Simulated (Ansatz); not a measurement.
## Dielectric response of CaSe (001) films

Wanted: ε of rocksalt CaSe (001) by finite fields on slabs, and the band edges against the vacuum where run.

Program: Ansatz 0.2.0. Level of theory: plane-wave DFT, PBEsol, Ansatz PAW. Results are calculated unless marked as measured.

## 1. The structure

The cell holds 6 atoms: 3 Ca and 3 Se. Its edges and angles: a = 4.186 Å, b = 4.186 Å, c = 23.920 Å, α = 90.0°, β = 90.0°, γ = 90.0°. It derives from CaSe (rocksalt CaSe). Vacuum lies along c.

## 2. Relaxation, 6 atoms, units 3

The structure is relaxed first, because levels and dipoles at a surface follow the positions of the outer atoms.

The input, input.yaml:

```yaml
crystal:
  lattice:
    - [4.18607214, 0.0, 0.0]
    - [0.0, 4.18607214, 0.0]
    - [0.0, 0.0, 23.92]
  atoms:
    - { symbol: Ca, position: [0.5, 0.5, 0.3762541806] }
    - { symbol: Se, position: [0.0, 0.0, 0.3762541806] }
    - { symbol: Ca, position: [0.0, 0.0, 0.5] }
    - { symbol: Se, position: [0.5, 0.5, 0.5] }
    - { symbol: Ca, position: [0.5, 0.5, 0.6237458194] }
    - { symbol: Se, position: [0.0, 0.0, 0.6237458194] }
kpoints:
  mp_grid: { grid: [6, 6, 1] }
hamiltonian:
  xc: pbesol
scf:
  occupations: { method: fixed }
  convergence: { dr2_threshold: 1.0e-09 }
efield:
  axis: 3
  dipole_correction: true
  ramp_position: 0.97
  ramp_width: 0.06
relax:
  f_tol: 0.003
  max_steps: 100
output:
  write_potential: true
  write_density: true
  volumetric_format: npy
```

Run with:

```sh
$ ansatz run input.yaml --threads 4 --pin off --max-ram 8192MiB --backend cpu --events-out ev --progress --plain --runs-dir out
```

Numbers of over 12 decimals in the logs are rounded to 6 here.

The log of the run:

```text
Engine: ansatz 0.2.0, aarch64-unknown-linux-gnu
Pseudopotentials: kind: paw
Pseudopotential: Ca, paw, valence charge 10, recommended cutoff 420 eV (normal), Ca.paw.azcp
Pseudopotential: Se, paw, valence charge 16, recommended cutoff 420 eV (normal), Se.paw.azcp
Functional definition: PBEsol
  exchange = pbesol_x
  correlation = pbesol_c
Crystal: 6 atoms, lattice volume = 419.155 Å³
Basis set: ecut = 420 eV, 8103 PW (Γ), exchange–correlation on 60×60×320 points (8 copies of the dense FFT grid, shifted against one another)
Bands: 47, of which v1, the nominal top of the filled ones, is band 39 counted from 1 (38 counted from 0)
Symmetry: 8 space group operations
k-points: 10 of 36
Non-local potential: Ca, projectors of the file, l = 0: 3, l = 1: 2, l = 2: 2
Non-local potential: Se, projectors of the file, l = 0: 2, l = 1: 2, l = 2: 3, l = 3: 1
PAW form: soft (Blöchl's): semilocal exchange-correlation on the pseudo side does not see the compensation charge
PAW frozen core: Ca, regenerated for the run's functional, and the local potential with it (the file was generated under x = pbe(κ = 0.804, μ = 0.219515), c = pbe(β = 0.066725))
PAW frozen core: Se, regenerated for the run's functional, and the local potential with it (the file was generated under x = pbe(κ = 0.804, μ = 0.219515), c = pbe(β = 0.066725))
PAW one-centre angular grid: Ca, 110 points (default); XC on 64 Gauss nodes
PAW one-centre angular grid: Se, 590 points (default); XC on 64 Gauss nodes
Initial density: superposition of atomic densities (neutral atoms: chi_scale 0, normalization atom), corrected by the library's trained network
Initial wavefunctions: pseudopotential atomic-orbital guess
Functional: x = pbesol(κ = 0.804, μ = 0.123457), c = pbesol(β = 0.046)
SCF iter   1: F=—  HF=-21665.081347 eV  |F-HF|=—  |Δ(HF+E_count)|=         —  Δρ=1.68e-3  dr2=2.48e-2  ethr=1.77e-3  p=0.000 e·Å  D=1.80e-14 V/Å  ΔV_dip=-0.00 eV  dr2_dipole=2.25e-10  V_vac-E_F(+/−)=4.37/4.37 eV  ⟨swp⟩=6.6  Hψ=1949  notcnv=0  defer=51
efield: sawtooth ramp at fractional position 0.9700 (set: `efield.ramp_position`, or a place that a band, a saddle search or an elastic batch's reference lends), width 0.0600; the density the first Hamiltonian is built on has a dipole p = 0.000 e·Å; the dipole correction subtracts the counter field D = 1.80e-14 V/Å, which shifts the + side's vacuum level by -0.00 eV against the − side's; the planar-averaged density in the ramp window peaks in size at 1.6e-5 e/Å³
preconditioner: auto → Resta (q_TF=auto, 2.061 Å⁻¹)  ε∞=2.2  [insulator: Δε(μ)=2.158 eV  Ē_g=8.111 eV  n_scr=58 (ndim 8)  ℏωp=8.9 eV  f_vac=0.596  ε∞_Penn≈2.2  vacuum switching on, ρ_ref=4.8e-3 e/Å³]
SCF iter   2: F=—  HF=-21665.075599 eV  |F-HF|=—  |Δ(HF+E_count)|=   5.75e-3  Δρ=7.78e-4  dr2=2.67e-3  ethr=3.18e-5  p=-0.000 e·Å  D=-3.49e-6 V/Å  ΔV_dip=0.00 eV  dr2_dipole=4.82e-11  V_vac-E_F(+/−)=4.38/4.38 eV  ⟨swp⟩=4.7  Hψ=1035  notcnv=0  defer=60
density mixer auto → msr1: gapped (density of states about μ 0.02 of a free-electron gas's, 58 screened modes)
SCF iter   3: F=—  HF=-21665.075864 eV  |F-HF|=—  |Δ(HF+E_count)|=   2.65e-4  Δρ=3.06e-4  dr2=4.49e-4  ethr=3.42e-6  p=-0.000 e·Å  D=-1.17e-6 V/Å  ΔV_dip=0.00 eV  dr2_dipole=2.80e-12  V_vac-E_F(+/−)=4.41/4.41 eV  ⟨swp⟩=3.4  Hψ=802  notcnv=0  defer=60
SCF iter   4: F=—  HF=-21665.076078 eV  |F-HF|=—  |Δ(HF+E_count)|=   2.14e-4  Δρ=8.10e-5  dr2=3.00e-5  ethr=5.76e-7  p=-0.000 e·Å  D=-2.00e-7 V/Å  ΔV_dip=0.00 eV  dr2_dipole=1.48e-13  V_vac-E_F(+/−)=4.42/4.42 eV  ⟨swp⟩=2.6  Hψ=561  notcnv=0  defer=60
SCF iter   5: F=—  HF=-21665.076091 eV  |F-HF|=—  |Δ(HF+E_count)|=   1.33e-5  Δρ=2.20e-5  dr2=3.25e-6  ethr=3.85e-8  p=-0.000 e·Å  D=-2.88e-7 V/Å  ΔV_dip=0.00 eV  dr2_dipole=1.40e-12  V_vac-E_F(+/−)=4.43/4.43 eV  ⟨swp⟩=2.0  Hψ=843  notcnv=0  defer=58
SCF iter   6: F=—  HF=-21665.076254 eV  |F-HF|=—  |Δ(HF+E_count)|=   1.62e-4  Δρ=6.81e-6  dr2=1.66e-7  ethr=4.16e-9  p=0.000 e·Å  D=6.34e-9 V/Å  ΔV_dip=-0.00 eV  dr2_dipole=1.31e-13  V_vac-E_F(+/−)=4.43/4.43 eV  ⟨swp⟩=2.0  Hψ=856  notcnv=0  defer=54
SCF iter   7: F=—  HF=-21665.076254 eV  |F-HF|=—  |Δ(HF+E_count)|=   3.93e-7  Δρ=1.86e-6  dr2=1.94e-8  ethr=2.12e-10  p=-0.000 e·Å  D=-1.58e-7 V/Å  ΔV_dip=0.00 eV  dr2_dipole=1.04e-12  V_vac-E_F(+/−)=4.43/4.43 eV  ⟨swp⟩=2.0  Hψ=565  notcnv=0  defer=54
SCF iter   8: F=—  HF=-21665.076254 eV  |F-HF|=—  |Δ(HF+E_count)|=   1.29e-8  Δρ=4.11e-7  dr2=1.29e-9  ethr=2.49e-11  p=0.000 e·Å  D=1.27e-7 V/Å  ΔV_dip=-0.00 eV  dr2_dipole=6.19e-13  V_vac-E_F(+/−)=4.43/4.43 eV  ⟨swp⟩=2.0  Hψ=836  notcnv=0  defer=54
SCF iter   9: F=-21665.076254 eV  HF=-21665.076254 eV  |F-HF|=2.55e-11  |Δ(HF+E_count)|=   1.14e-9  Δρ=1.66e-7  dr2=2.06e-10  ethr=1.28e-12  p=-0.000 e·Å  D=-1.94e-7 V/Å  ΔV_dip=0.00 eV  dr2_dipole=1.59e-12  V_vac-E_F(+/−)=4.43/4.43 eV  ⟨swp⟩=8.1  Hψ=2482  notcnv=0
SCF 1 converged in 9 iterations: F = -21665.076254 eV  dr2 = 2.06e-10
  greatest PAW one-centre occupation: 1.000 electrons in one spin orbital (limit 2), on the Se atom at site 3 (counted from 0), in its partial waves of l = 2
relax step   1: F+E_penalty+E_count = -21665.07625424 eV  Δ(F+E_penalty+E_count) = +0.000e0 eV  max|allowed force component| = 4.731e-1 eV/Å  Δτ_max = 0.0000 Å  (9 SCF iters, accepted)
Initial density: handed on by an earlier stage of this run
Initial wavefunctions: those handed on with the density
iter 1 solved again at ethr=1.39e-4 eV; its pass at ethr=3.10e-3 eV (dr2=1.09e-1 eV) is discarded
SCF iter   1: F=—  HF=-21665.071145 eV  |F-HF|=—  |Δ(HF+E_count)|=         —  Δρ=3.59e-3  dr2=1.11e-1  ethr=1.39e-4  p=-0.000 e·Å  D=-1.94e-7 V/Å  ΔV_dip=0.00 eV  dr2_dipole=9.32e-12  V_vac-E_F(+/−)=4.55/4.55 eV  ⟨swp⟩=1.7  Hψ=1831  notcnv=0  defer=59
efield: sawtooth ramp at fractional position 0.9700 (set: `efield.ramp_position`, or a place that a band, a saddle search or an elastic batch's reference lends), width 0.0600; the density the first Hamiltonian is built on has a dipole p = -0.000 e·Å; the dipole correction subtracts the counter field D = -1.94e-7 V/Å, which shifts the + side's vacuum level by +0.00 eV against the − side's; the planar-averaged density in the ramp window peaks in size at 1.2e-5 e/Å³
preconditioner: auto → Resta (q_TF=auto, 2.061 Å⁻¹)  ε∞=2.2  [insulator: Δε(μ)=2.167 eV  Ē_g=8.211 eV  n_scr=58 (ndim 8)  ℏωp=8.9 eV  f_vac=0.606  ε∞_Penn≈2.2  vacuum switching on, ρ_ref=4.9e-3 e/Å³]
[...]
SCF iter   6: F=—  HF=-21665.131825 eV  |F-HF|=—  |Δ(HF+E_count)|=   3.00e-6  Δρ=1.52e-5  dr2=9.60e-7  ethr=1.35e-8  p=0.000 e·Å  D=2.63e-7 V/Å  ΔV_dip=-0.00 eV  dr2_dipole=1.56e-12  V_vac-E_F(+/−)=4.76/4.76 eV  ⟨swp⟩=2.2  Hψ=619  notcnv=0  defer=52  κ⁻¹=6.7e-5(r=5)
SCF iter   7: F=—  HF=-21665.131990 eV  |F-HF|=—  |Δ(HF+E_count)|=   1.65e-4  Δρ=5.55e-6  dr2=1.03e-7  ethr=1.23e-9  p=-0.000 e·Å  D=-6.51e-8 V/Å  ΔV_dip=0.00 eV  dr2_dipole=7.86e-13  V_vac-E_F(+/−)=4.76/4.76 eV  ⟨swp⟩=2.0  Hψ=720  notcnv=0  defer=46  κ⁻¹=3.3e-6(r=6)
SCF iter   8: F=—  HF=-21665.131990 eV  |F-HF|=—  |Δ(HF+E_count)|=   1.38e-7  Δρ=9.77e-7  dr2=5.08e-9  ethr=1.32e-10  p=0.000 e·Å  D=2.52e-7 V/Å  ΔV_dip=-0.00 eV  dr2_dipole=1.42e-12  V_vac-E_F(+/−)=4.76/4.76 eV  ⟨swp⟩=2.0  Hψ=561  notcnv=0  defer=46  κ⁻¹=1.9e-7(r=7)
SCF iter   9: F=-21665.131990 eV  HF=-21665.131990 eV  |F-HF|=6.84e-10  |Δ(HF+E_count)|=   3.85e-9  Δρ=4.14e-7  dr2=5.87e-10  ethr=1.28e-12  p=-0.000 e·Å  D=-5.82e-8 V/Å  ΔV_dip=0.00 eV  dr2_dipole=8.37e-13  V_vac-E_F(+/−)=4.76/4.76 eV  ⟨swp⟩=8.0  Hψ=2616  notcnv=0
SCF 3 converged in 9 iterations: F = -21665.131990 eV  dr2 = 5.87e-10
relax step   3: F+E_penalty+E_count = -21665.13199044 eV  Δ(F+E_penalty+E_count) = -5.574e-2 eV  max|allowed force component| = 6.420e-2 eV/Å  Δτ_max = 0.0952 Å  (9 SCF iters, accepted)
[...]
relax step   4: F+E_penalty+E_count = -21665.13308483 eV  Δ(F+E_penalty+E_count) = -1.094e-3 eV  max|allowed force component| = 5.743e-3 eV/Å  Δτ_max = 0.0180 Å  (8 SCF iters, accepted)
SCF iter   1: F=—  HF=-21665.132934 eV  |F-HF|=—  |Δ(HF+E_count)|=         —  Δρ=1.90e-5  dr2=8.29e-6  ethr=4.44e-8  p=0.000 e·Å  D=3.86e-7 V/Å  ΔV_dip=-0.00 eV  dr2_dipole=1.04e-11  V_vac-E_F(+/−)=4.79/4.79 eV  ⟨swp⟩=3.5  Hψ=875  notcnv=0  defer=60
efield: sawtooth ramp at fractional position 0.9700 (set: `efield.ramp_position`, or a place that a band, a saddle search or an elastic batch's reference lends), width 0.0600; the density the first Hamiltonian is built on has a dipole p = 0.000 e·Å; the dipole correction subtracts the counter field D = 3.86e-7 V/Å, which shifts the + side's vacuum level by -0.00 eV against the − side's; the planar-averaged density in the ramp window peaks in size at 8.8e-6 e/Å³
preconditioner: auto → Resta (q_TF=auto, 2.061 Å⁻¹)  ε∞=2.2  [insulator: Δε(μ)=2.151 eV  Ē_g=8.118 eV  n_scr=58 (ndim 8)  ℏωp=8.9 eV  f_vac=0.601  ε∞_Penn≈2.2  vacuum switching on, ρ_ref=4.8e-3 e/Å³]
SCF iter   2: F=—  HF=-21665.132929 eV  |F-HF|=—  |Δ(HF+E_count)|=   5.31e-6  Δρ=1.06e-5  dr2=5.49e-7  ethr=1.06e-8  p=-0.000 e·Å  D=-3.12e-7 V/Å  ΔV_dip=0.00 eV  dr2_dipole=1.13e-12  V_vac-E_F(+/−)=4.78/4.78 eV  ⟨swp⟩=2.0  Hψ=636  notcnv=0  defer=55  κ⁻¹=1.0e0(r=1)
density mixer auto → broyden: gapped, where msr1 would fit the directions that read negative (density of states about μ 0.02 of a free-electron gas's, 58 screened modes)
SCF iter   3: F=—  HF=-21665.133093 eV  |F-HF|=—  |Δ(HF+E_count)|=   1.65e-4  Δρ=5.19e-6  dr2=1.53e-7  ethr=7.04e-10  p=-0.000 e·Å  D=-8.64e-8 V/Å  ΔV_dip=0.00 eV  dr2_dipole=3.07e-13  V_vac-E_F(+/−)=4.78/4.78 eV  ⟨swp⟩=2.0  Hψ=618  notcnv=0  defer=31  κ⁻¹=2.3e-2(r=2)
SCF iter   4: F=—  HF=-21665.133094 eV  |F-HF|=—  |Δ(HF+E_count)|=   5.30e-8  Δρ=1.48e-6  dr2=1.27e-8  ethr=1.96e-10  p=-0.000 e·Å  D=-2.62e-7 V/Å  ΔV_dip=0.00 eV  dr2_dipole=3.27e-13  V_vac-E_F(+/−)=4.78/4.78 eV  ⟨swp⟩=2.0  Hψ=564  notcnv=0  defer=31  κ⁻¹=1.2e-3(r=3)
SCF iter   5: F=—  HF=-21665.133094 eV  |F-HF|=—  |Δ(HF+E_count)|=   2.62e-8  Δρ=4.95e-7  dr2=1.22e-9  ethr=1.62e-11  p=-0.000 e·Å  D=-7.13e-8 V/Å  ΔV_dip=0.00 eV  dr2_dipole=4.02e-13  V_vac-E_F(+/−)=4.78/4.78 eV  ⟨swp⟩=2.0  Hψ=654  notcnv=0  defer=31  κ⁻¹=2.1e-4(r=4)
SCF iter   6: F=-21665.133094 eV  HF=-21665.133094 eV  |F-HF|=8.04e-10  |Δ(HF+E_count)|=   5.87e-9  Δρ=1.81e-7  dr2=1.27e-10  ethr=1.28e-12  p=-0.000 e·Å  D=-2.38e-7 V/Å  ΔV_dip=0.00 eV  dr2_dipole=2.10e-13  V_vac-E_F(+/−)=4.78/4.78 eV  ⟨swp⟩=7.3  Hψ=2382  notcnv=0
SCF 5 converged in 6 iterations: F = -21665.133094 eV  dr2 = 1.27e-10
relax step   5: F+E_penalty+E_count = -21665.13309354 eV  Δ(F+E_penalty+E_count) = -8.707e-6 eV  max|allowed force component| = 1.347e-4 eV/Å  Δτ_max = 0.0009 Å  (6 SCF iters, accepted)
NSCF: frozen V_eff on 10 k-points
the search or the solves at the SCF's close seem to have found levels that the self-consistency loop had missed (the run counts 2). By its estimate they hold under 1e-12 electrons; where the run keeps them, the occupations were computed again with them
WARN: The output density's exchange-correlation potential varies sharply where the density is thin. Do not read a vacuum level from v_tot or v_xc, or from such a field of the output density. On a cell that repeats whose density bears no net charge and no dipole along the vacuum's axis use v_es (v_loc + v_h of the components); under efield.dipole_correction with no amplitude use v_es + v_field, which holds any externa [...]
SCF converged after 6 iterations
Stability not checked: this state was not tested for a lower state beside it, because the mixer in use, unlike msr1, does not test its closes by its own steps (another_mixer; see scf.mixing.algorithm and scf.lower_state_search)
Free energy (F): -21665.133094 eV
Harris-Foulkes:  -21665.133094 eV  (|F-HF|=8.04e-10)
Internal energy: -21665.133094 eV  (E = F + TS)
E sigma→0 (E₀):  -21665.133094 eV
Fermi energy:    -0.436894 eV
Dipole field:    D = 0.000000 V/Å  (p = 0.000000 e·Å, saw-weighted, corrected)
Work function:   Φ+ = 4.7814 eV   Φ− = 4.7814 eV
Levels:          The Fermi level and band energies are counted from a zero that moves with the ramp; work functions are not
--- Per-component energies (eV) ---
  E_band       = -2108.415467
  E_kinetic    = 1191.669297
  E_local      = -62519.957358  (includes V_loc(G=0)·N_el)
  E_nonlocal   = -1587.220393
  E_hartree    = 30576.792824
  E_xc         = -719.898974
  E_vxc        = -808.418003  (∫ρ·V_xc dr)
  E_paw        = -8112.300087  (= ΣΔE_a)
  E_vpaw       = 461.928135  (= ΣTr[D̂ρ^β])
  E_aug_tail   = -0.001800  (compensation charges beyond the density's cutoff)
  E_efield     = 0.000000  (sawtooth field / dipole correction)
  E_vefield    = -0.000000  (∫n·V_field dr)
  E_ewald      = 19502.401664
  E_core_change = 3.381734  (= ΣΔE_core)
  E_smearing   = -0.000000  (= −TS)
  E_closure    = 0.000000  (closes the sum)
  Σ components = -21665.133094   (vs F -21665.133094, Δ=0.00e0)
--- Forces (eV/Å), atoms counted from 1 ---
  atom   1  Ca     0.00000000     0.00000000    -0.00011211
  atom   2  Se    -0.00000000     0.00000000     0.00013107
  atom   3  Ca    -0.00000000     0.00000000     0.00000259
  atom   4  Se    -0.00000000     0.00000000    -0.00000273
  atom   5  Ca     0.00000000     0.00000000     0.00011553
  atom   6  Se     0.00000000     0.00000000    -0.00013471
  max |Σ_I F_I| component: 3.65e-7 eV/Å
--- Band table (eV; the first three rows and the last of 10) ---
  k-point 0: bands = [... 35 lower, -0.6772, -0.6772, -0.4369, -0.4369, 1.7151, 2.3122, 2.5393, 3.0338, ... 4 higher]
  k-point 1: bands = [... 35 lower, -1.1672, -0.9051, -0.8631, -0.6892, 2.3459, 2.7840, 2.9376, 3.2775, ... 4 higher]
  k-point 2: bands = [... 35 lower, -1.3130, -1.1796, -1.1569, -1.1039, 3.1723, 3.3259, 3.6774, 3.9178, ... 4 higher]
  k-point 9: bands = [... 35 lower, -1.5756, -1.5756, -1.2390, -0.7961, 2.0693, 2.0693, 3.6552, 3.6552, ... 4 higher]
--- Relaxed structure (5 steps of the walk, 4 accepted, 0 SCFs on fresh bases) ---
  F+E_penalty+E_count = -21665.13309354 eV   max|allowed force component| = 1.347e-4 eV/Å
  atoms:
    - { symbol: Ca, position: [0.5, 0.5, 0.380952] }
    - { symbol: Se, position: [0, 0.0, 0.376064] }
    - { symbol: Ca, position: [0, 0.0, 0.500000] }
    - { symbol: Se, position: [0.5, 0.5, 0.500000] }
    - { symbol: Ca, position: [0.5, 0.5, 0.619048] }
    - { symbol: Se, position: [0, 0.0, 0.623936] }
```

Run time: 21 s. Hardware: 4 threads of Arm Neoverse V1, shared host; peak memory 0.79 GiB.

Relaxation path:

```csv
step,energy less that of the first step (eV),largest force component (eV/Å)
1,0.0000,0.4731
2,0.0020,0.5406
3,-0.0557,0.0642
4,-0.0568,0.0057
5,-0.0568,0.0001
```

Relaxation step 2 was tried and not accepted.

Forces are held to the 8 operations that the run works with; a distortion that breaks them can't arise in this run.

The atoms that moved most (Å):

```csv
atom,dx,dy,dz,length
Ca5,0.000,0.000,-0.112,0.112
Ca1,0.000,0.000,0.112,0.112
```

Final coordinates:

```xyz
6
Lattice="4.1861 0.0000 0.0000 0.0000 4.1861 0.0000 0.0000 0.0000 23.9200" Properties=species:S:1:pos:R:3
Ca    2.0930    2.0930    9.1124
Se    0.0000    0.0000    8.9954
Ca    0.0000    0.0000   11.9600
Se    2.0930    2.0930   11.9600
Ca    2.0930    2.0930   14.8076
Se    0.0000    0.0000   14.9246
```

This step gave:

| Item | Value |
| --- | --- |
| gap on the k-mesh | 2.152 eV |
| dipole along the normal | 4.35e-7 e·Å |
| ionisation energy, upper face | 4.781 eV |
| electron affinity, upper face | 2.629 eV |

Running mean over 2.96 Å of the planar mean; the ramp of the sawtooth is left out. Table of electron's electrostatic potential energy less the highest filled level by z:

```csv
z (Å),electron's electrostatic potential energy less the highest filled level (eV)
3.0,4.78
3.5,4.78
4.0,4.78
4.5,4.78
5.0,4.77
5.5,4.75
6.0,4.69
6.5,4.43
7.0,3.52
7.5,1.65
8.0,-0.466
8.5,-1.71
9.0,-2.03
9.5,-2.11
10.0,-2.24
10.5,-2.39
11.0,-2.31
11.5,-2.19
12.0,-2.16
12.5,-2.20
13.0,-2.34
13.5,-2.38
14.0,-2.21
14.5,-2.10
15.0,-2.00
15.5,-1.59
16.0,-0.170
16.5,1.99
17.0,3.73
17.5,4.50
18.0,4.70
18.5,4.76
19.0,4.78
19.5,4.78
20.0,4.78
20.5,4.78
```

The relaxation took 5 steps and lowered the energy by 0.057 eV; the largest force on the free atoms ends at 1.4e-4 eV/Å.

The gap is 2.15 eV, with the valence edge 4.78 eV and the conduction edge 2.63 eV under the upper vacuum level.

## 3. The relaxed film, single point, 6 atoms, units 3

The film was relaxed beforehand; a single point on the relaxed positions gives its levels and potential.

input.yaml, the sections that differ from step 2:

```yaml
crystal:
  lattice:
    - [4.18607214, 0.0, 0.0]
    - [0.0, 4.18607214, 0.0]
    - [0.0, 0.0, 23.92]
  atoms:
    - { symbol: Ca, position: [0.5, 0.5, 0.3809517997] }
    - { symbol: Se, position: [0.0, 0.0, 0.3760638061] }
    - { symbol: Ca, position: [0.0, 0.0, 0.4999999921] }
    - { symbol: Se, position: [0.5, 0.5, 0.5000000036] }
    - { symbol: Ca, position: [0.5, 0.5, 0.6190481878] }
    - { symbol: Se, position: [0.0, 0.0, 0.6239362108] }
output:
  eigenvalues: true
  write_potential: true
  write_density: true
  volumetric_format: npy
# kpoints, hamiltonian, scf, efield: as in step 2
# relax: removed
```

The log of the run:

```text
[...]
Crystal: 6 atoms, lattice volume = 419.155 Å³
Basis set: ecut = 420 eV, 8103 PW (Γ)
Bands: 47, of which v1, the nominal top of the filled ones, is band 39 counted from 1 (38 counted from 0)
Symmetry: 8 space group operations
k-points: 10 of 36
[...]
SCF iter   1: F=—  HF=-21665.138544 eV  |F-HF|=—  |Δ(HF+E_count)|=         —  Δρ=1.66e-3  dr2=2.36e-2  ethr=1.77e-3  p=-0.000 e·Å  D=-1.60e-7 V/Å  ΔV_dip=0.00 eV  dr2_dipole=7.03e-10  V_vac-E_F(+/−)=4.68/4.68 eV  ⟨swp⟩=6.5  Hψ=1785  notcnv=0  defer=56
[...]
SCF iter   9: F=-21665.133096 eV  HF=-21665.133096 eV  |F-HF|=5.13e-10  |Δ(HF+E_count)|=  6.18e-11  Δρ=2.69e-7  dr2=5.97e-10  ethr=1.28e-12  p=0.000 e·Å  D=1.36e-6 V/Å  ΔV_dip=-0.00 eV  dr2_dipole=9.90e-11  V_vac-E_F(+/−)=4.78/4.78 eV  ⟨swp⟩=27.6  Hψ=2876  notcnv=0
SCF 1 converged in 9 iterations: F = -21665.133096 eV  dr2 = 5.97e-10
[...]
SCF converged after 9 iterations
Free energy (F): -21665.133096 eV
[...]
Internal energy: -21665.133096 eV  (E = F + TS)
E sigma→0 (E₀):  -21665.133096 eV
Fermi energy:    -0.436900 eV
Dipole field:    D = -0.000008 V/Å  (p = -0.000018 e·Å, saw-weighted, corrected)
Work function:   Φ+ = 4.7815 eV   Φ− = 4.7813 eV
[...]
--- Band table (eV; the first three rows and the last of 10) ---
  k-point 0: bands = [... 35 lower, -0.6772, -0.6772, -0.4369, -0.4369, 1.7151, 2.3122, 2.5390, 3.0338, ... 4 higher]
  k-point 1: bands = [... 35 lower, -1.1672, -0.9051, -0.8631, -0.6892, 2.3459, 2.7840, 2.9372, 3.2772, ... 4 higher]
  k-point 2: bands = [... 35 lower, -1.3131, -1.1796, -1.1569, -1.1039, 3.1721, 3.3257, 3.6773, 3.9177, ... 4 higher]
  k-point 9: bands = [... 35 lower, -1.5756, -1.5756, -1.2390, -0.7961, 2.0693, 2.0693, 3.6552, 3.6552, ... 4 higher]
```

Run time: 7.2 s. Hardware: 4 threads; peak memory 0.81 GiB; 27 s of CPU time.

In the SCF lines HF is the Harris–Foulkes energy and dr2 the Hartree energy of the density residual, in eV; the loop may stop once dr2 is under the threshold and the program's other checks hold. Hψ counts applications of the Hamiltonian.

This step gave:

| Quantity | Value |
| --- | --- |
| dipole along the normal | -1.83e-5 e·Å |
| ionisation energy, upper face | 4.782 eV |

Running mean over 2.96 Å of the planar mean; the ramp of the sawtooth is left out. Table of electron's electrostatic potential energy less the highest filled level by z:

(Unchanged from step 2.)

The gap is 2.15 eV, with the valence edge 4.78 eV and the conduction edge 2.63 eV under the upper vacuum level.

(Part 1 of 4 ends here.)

[Logs are printed without paths, hosts, clocks, repeated set-up lines and the standing remarks that a program may print on its own settings, such as how far it seeks lower states.]

[Hosts, paths, dates, database ids (printed as entryN), source tags and the programs' standing remarks are cut or masked in the printed files.]

[Maps of the electrostatic potential energy from Ansatz leave out the sawtooth potential of an applied field or a dipole correction, so their vacuum need not be flat; planar profiles and work functions include it.]
